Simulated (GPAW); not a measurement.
## TiO2: dielectric tensor with PBE

Crystal: TiO2.

```xyz
6
Lattice="4.5998 0.0000 0.0000 0.0000 4.5998 0.0000 0.0000 0.0000 2.9592" Properties=species:S:1:pos:R:3 pbc="T T T"
Ti    0.0000    0.0000    1.4796
Ti    2.2999    2.2999    0.0000
O     1.3998    1.3998    1.4796
O     0.9001    3.6997    0.0000
O     3.6997    0.9001    0.0000
O     3.2000    3.2000    1.4796
```

The cell is a database's computed one.

- Program: GPAW 26.7.0
- Task: dielectric tensor
- Functional: PBE
- Potentials or basis: GPAW PAW data sets (gpaw-data 1.2.1)
- Cutoff: 600 eV
- Basis: pw
- k mesh: 5 × 5 × 7
- Occupations: fermi-dirac, width 0.001 eV
- Spin: no spin polarisation
- Response ecut: 80 eV
- Maxiter: 150
- Response k mesh: 6 × 6 × 9
- Response bands: 72
- Kernels: ["RPA", "ALDA", "LR0.3"]
- Coarser k mesh: 4 × 4 × 6

```
Band gap on the k mesh                  : 1.88 eV, direct
Electronic dielectric tensor (diagonal) : 6.54, 6.54, 7.75
```

Electronic dielectric tensor:
```
6.54 0.00 0.00
0.00 6.54 0.00
0.00 0.00 7.75
```

Wall time 11 min on 1 thread of Arm Neoverse V2 (shared host), peak memory 1.3 GiB.

The gap isn't set beside the measured one, since this odd mesh misses points on the zone boundary.

Caveat: the long-wavelength limit can be off by several per cent where d states take part; an odd mesh through Γ misses points on the zone boundary, where band edges often lie.
